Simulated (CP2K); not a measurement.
Crystal: MnO2.

```xyz
3
Lattice="2.8566 0.0000 0.0000 -1.4283 2.4739 0.0000 0.0000 0.0000 4.6014" Properties=species:S:1:pos:R:3 pbc="T T T"
Mn    0.0000    0.0000    2.3007
O     0.0000    1.6492    3.2499
O     1.4283    0.8246    1.3515
```

Measurements of this composition are mostly on another form, of space group No. 136.

Program: CP2K 2026.2. Alike in all runs: spin collinear, ferromagnetic start; cell as given; k mesh 11 × 11 × 6.

Problem. Order these runs on this cell by their pressure, lowest first.
A. level r2SCAN; potentials or basis POTENTIAL_UZH Mn GTH-SCAN-q15, O GTH-SCAN-q6; TZVP-MOLOPT-SR-GTH, TZVP-MOLOPT-SCAN-GTH basis; smearing fermi-dirac 0.01 eV; EPS_DEFAULT 1.0E-10; NGRIDS 4; points a segment of the path (NPOINTS) 10; bands added on the path 6; CUTOFF of the grids 850 Ry
B. level LDA; potentials or basis GTH_POTENTIALS Mn GTH-PADE-q15, O GTH-PADE-q6; TZVP-MOLOPT-SR-GTH, TZVP-MOLOPT-PBE-GTH basis; smearing fermi-dirac 0.01 eV; EPS_DEFAULT 1.0E-9; NGRIDS 5; points a segment of the path (NPOINTS) 8; bands added on the path 2; CUTOFF of the grids 600 Ry
C. level BLYP+D3(BJ); potentials or basis GTH_POTENTIALS Mn GTH-BLYP-q15, O GTH-BLYP-q6; TZVP-MOLOPT-SR-GTH, TZVP-MOLOPT-PBE-GTH basis; smearing gaussian 0.1 eV; EPS_DEFAULT 1.0E-10; NGRIDS 4; CUTOFF of the grids 600 Ry
D. level TASK; potentials or basis POTENTIAL_UZH Mn GTH-SCAN-q15, O GTH-SCAN-q6; TZVP-MOLOPT-SR-GTH, TZVP-MOLOPT-SCAN-GTH basis; smearing fermi-dirac 0.05 eV; EPS_DEFAULT 1.0E-9; NGRIDS 5; points a segment of the path (NPOINTS) 8; bands added on the path 2; CUTOFF of the grids 850 Ry

Solution. B (-9.2 GPa), A (1.5 GPa), C (6.6 GPa), D (15.2 GPa).

Caveats: the basis of atomic orbitals isn't converged, which shifts pressures, moduli and gaps; a cell with one magnetic atom can't hold antiferromagnetic order, which such compounds often take; the potentials were made for another functional, which shifts forces and pressure (some runs); so large a pressure means that the cell lies far from this level's equilibrium, or that cutoff or potentials fall short (some runs).

Not every run made on this cell is shown here.
